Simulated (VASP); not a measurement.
# TiTe2 (P-3m1) in VASP: notebook, part 2 of 2

VASP 6.6.1.

### Step 3. Optical spectrum, PBE

The input, INCAR:

```
ALGO     = Normal         # electronic algorithm
CSHIFT   = 0.1          
EDIFF    = 1E-6           # SCF threshold, eV
ENCUT    = 520            # plane-wave cutoff, eV
GGA      = PE             # functional
ISIF     = 2              # what is computed and relaxed
ISMEAR   = 0              # smearing method
LASPH    = True           # aspherical terms in the spheres
LCHARG   = False          # write CHGCAR
LOPTICS  = True           # frequency-dependent dielectric function
LREAL    = False          # projectors in reciprocal space
LWAVE    = False          # write WAVECAR
NBANDS   = 44             # bands
NEDOS    = 1000           # points of the DOS
NELM     = 100            # most SCF steps
PREC     = Accurate       # precision mode
SIGMA    = 0.02           # smearing width, eV
```

The input, KPOINTS:

```
k-points
0
Gamma
  8 8 4
```

The input, POSCAR:

```
TiTe2
1.0
    3.7770000000      0.0000000000      0.0000000000
   -1.8885000000      3.2709779501      0.0000000000
    0.0000000000      0.0000000000      6.4980000000
Te Ti
2 1
Direct
    0.3333333333      0.6666666667      0.7372000000
    0.6666666667      0.3333333333      0.2628000000
    0.0000000000      0.0000000000      0.0000000000
```

Potentials or basis: VASP PAW PBE potentials, release 64 (Te, Ti_sv).

Run with:

```console
$ cat potpaw_PBE.64/Te/POTCAR potpaw_PBE.64/Ti_sv/POTCAR > POTCAR
$ mpirun -np 1 vasp_std > vasp.out
```

OUTCAR:

```text
EDIFF = 1E-6
   ENCUT = 520
   GGA = PE
   ISIF = 2
   ISMEAR = 0
   LASPH = True
   LREAL = False
   NELM = 100
   PREC = Accurate

 ion  position               nearest neighbor table
   1  0.333  0.667  0.737-   3 2.77   3 2.77   3 2.77
[... 997 lines left out ...]
     1.98863     3.29309     3.29309    13.15913    -0.00000     0.00000     0.00000
     2.98294     1.42515     1.42515     8.81248     0.00000    -0.00000    -0.00000
     3.97726     0.36320     0.36320    -1.19672    -0.00000     0.00000     0.00000
     4.97157    -1.56352    -1.56352    -1.01761    -0.00000     0.00000    -0.00000
[... 92 lines left out ...]
    97.44278     0.96356     0.96356     0.96363    -0.00000    -0.00000    -0.00000
    98.43709     0.96433     0.96433     0.96440    -0.00000    -0.00000    -0.00000

  frequency dependent IMAGINARY DIELECTRIC FUNCTION (independent particle, no local field effects) current-current
     E(ev)      X         Y         Z        XY        YZ        ZX
  --------------------------------------------------------------------------------------------------------------
     0.00000   119.58886   119.58886    44.47809     0.00000     0.00000     0.00000
     0.99431    47.51528    47.51528     8.95168     0.00000     0.00000     0.00000
     1.98863    12.58097    12.58097     8.99765     0.00000    -0.00000     0.00000
     2.98294     8.35552     8.35552    14.06403     0.00000     0.00000     0.00000
     3.97726     7.94042     7.94042     9.48134    -0.00000     0.00000     0.00000
     4.97157     5.54331     5.54331     6.60415    -0.00000     0.00000     0.00000
[... 92 lines left out ...]
    97.44278     0.00000     0.00000     0.00000     0.00000     0.00000    -0.00000
    98.43709     0.00000     0.00000     0.00000     0.00000     0.00000    -0.00000

  frequency dependent      REAL DIELECTRIC FUNCTION (independent particle, no local field effects) current-current
     E(ev)        X           Y           Z          XY          YZ          ZX
  --------------------------------------------------------------------------------------------------------------
     0.00000    53.27409    53.27409    21.59803     0.00000     0.00000     0.00000
     0.99431     0.72063     0.72063    17.04421    -0.00000     0.00000     0.00000
     1.98863     2.29803     2.29803    12.43570     0.00000     0.00000    -0.00000
     2.98294     0.98234     0.98234     7.93829     0.00000    -0.00000    -0.00000
     3.97726     0.00007     0.00007    -1.63232    -0.00000    -0.00000    -0.00000
     4.97157    -1.75214    -1.75214    -1.26410     0.00000    -0.00000     0.00000
[... 92 lines left out ...]
    97.44278     0.96365     0.96365     0.96367    -0.00000    -0.00000    -0.00000
    98.43709     0.96442     0.96442     0.96443    -0.00000    -0.00000    -0.00000
```

OSZICAR:

```text
N       E                     dE             d eps       ncg     rms          rms(c)
DAV:   1     0.188794868508E+03    0.18879E+03   -0.89869E+03  3080   0.508E+02
DAV:   2    -0.103532710423E+01   -0.18983E+03   -0.17709E+03  3320   0.158E+02
DAV:   3    -0.178207735431E+02   -0.16785E+02   -0.16370E+02  3708   0.483E+01
DAV:   4    -0.184451506776E+02   -0.62438E+00   -0.62170E+00  3780   0.855E+00
DAV:   5    -0.184582696915E+02   -0.13119E-01   -0.13116E-01  3748   0.127E+00    0.121E+01
DAV:   6    -0.186859120621E+02   -0.22764E+00   -0.25415E+01  3728   0.162E+01    0.146E+01
DAV:   7    -0.165273419264E+02    0.21586E+01   -0.31189E+01  3752   0.137E+01    0.543E+00
DAV:   8    -0.162716565581E+02    0.25569E+00   -0.24077E+00  3712   0.513E+00    0.235E+00
DAV:   9    -0.162081426105E+02    0.63514E-01   -0.38345E-01  3716   0.191E+00    0.394E-01
DAV:  10    -0.162095887420E+02   -0.14461E-02   -0.13160E-02  3688   0.391E-01    0.329E-01
DAV:  11    -0.162100261454E+02   -0.43740E-03   -0.14877E-02  3828   0.384E-01    0.270E-01
DAV:  12    -0.162091994774E+02    0.82667E-03   -0.41903E-03  3688   0.195E-01    0.444E-02
DAV:  13    -0.162091926485E+02    0.68289E-05   -0.44888E-05  3644   0.267E-02    0.300E-02
DAV:  14    -0.162091944340E+02   -0.17855E-05   -0.59557E-06  3496   0.843E-03    0.122E-02
DAV:  15    -0.162091949748E+02   -0.54077E-06   -0.14406E-06  3048   0.427E-03
   1 F= -.16209195E+02 E0= -.16208907E+02  d E =-.575438E-03
 imaginary and real dielectric function
```

stdout:

```text
POSCAR found type information on POSCAR TeTi
 POSCAR found :  2 types and       3 ions
 scaLAPACK will be used
 LDA part: xc-table for (Slater+PW92), standard interpolation
 POSCAR, INCAR and KPOINTS ok, starting setup
 FFT: planning ... GRIDC
 FFT: planning ... GRID_SOFT
 FFT: planning ... GRID
 WAVECAR not read
 entering main loop
 optical routines
 imaginary and real dielectric function
 recalculating local potential from charge density
 direction            1
 direction            2
 direction            3
```

Wall time 64 s (1 thread of AMD EPYC 9R45 (Zen 5), shared host); peak memory 0.29 GiB.

Results:

```yaml
Free_energy: -16.2092 eV
Pressure: 0.9 GPa
Largest_force: 0.019 eV/Å
Band_gap_on_the_k_mesh: none (metal or under the smearing width)
```

Forces on the atoms (eV/Å):
```
Te   0.000  0.000 -0.019
Te   0.000  0.000  0.019
Ti   0.000  0.000  0.000
```

Dielectric function (mean over the directions given):
```
energy (eV)  real part  imaginary part
       0.30      54.06           12.75
       0.89      12.66           32.73
       1.59       4.66           11.61
       2.29       6.70           11.15
       2.98       3.89           10.06
       3.68       0.52           13.22
       4.28      -0.57            8.62
       4.97      -1.38            6.00
       5.67      -1.03            4.97
       6.36       1.30            5.30
       7.06       0.79            6.75
       7.76      -2.42            5.07
       8.35      -1.45            5.57
       9.05      -2.22            3.62
       9.74      -2.21            2.43
      10.44      -1.91            1.59
      11.14      -1.31            1.54
      11.83      -1.39            1.54
      12.43      -1.40            1.18
      13.12      -1.09            0.97
      13.82      -1.00            0.58
      14.52      -0.76            0.51
      15.21      -0.48            0.44
      15.91      -0.33            0.26
      16.51      -0.18            0.26
      17.20      -0.07            0.23
      17.90      -0.03            0.23
      18.59       0.11            0.15
      19.29       0.16            0.14
      19.99       0.25            0.13
```

Caveat: spectra need much finer meshes, so this one isn't converged; independent-particle spectra lack excitons; the intraband (Drude) part of a metal's response may be missing; this functional lacks dispersion, which binds the layers, so the pressure and a relaxed spacing across them are unreliable. The run has no spin-orbit coupling, so splittings on Te are missing.

### Step 4. For comparison

An earlier run on the cell as given: functional PBE; potentials or basis VASP PAW PBE potentials, release 64 (Te, Ti_sv); cutoff 520 eV; k mesh 8 × 8 × 4; occupations fermi-dirac, width 0.05 eV; no spin polarisation.

* Pressure: 0.9 GPa
* Largest force: 0.022 eV/Å
* Band gap on the k mesh: none (metal or under the smearing width)

### Step 5. The runs side by side

```csv
task,level,smearing,other keys,gap on the mesh (eV),pressure (GPa),largest force (eV/Å)
band structure,PBEsol+D4,fermi-dirac 0.05 eV,NELMIN = 8; NBANDS = 13,-,-3.6,0.11
optical spectrum,PBE,gaussian 0.02 eV,-,none,0.9,0.02
single point,PBE,fermi-dirac 0.05 eV,-,none,0.9,0.02
```

Alike in all rows: potentials or basis VASP PAW PBE potentials, release 64 (Te, Ti_sv); no spin polarisation; cell as given; k mesh 8 × 8 × 4; cutoff (eV) 520.

Caveats: this functional lacks dispersion, which binds the layers, so the pressure and a relaxed spacing across them are unreliable (some runs); the bands computed are all filled at some k points, so no gap is given (some runs); the PAW data sets were made with another functional, which shifts forces and pressure a little (some runs); spin-orbit coupling is left out, which moves the levels of the heavy elements (some runs); spectra need much finer meshes, so this one isn't converged (some runs); independent-particle spectra lack excitons (some runs); the intraband (Drude) part of a metal's response may be missing (some runs).

Total energies depend on the potentials used, so only differences within one code and one set of settings carry meaning.
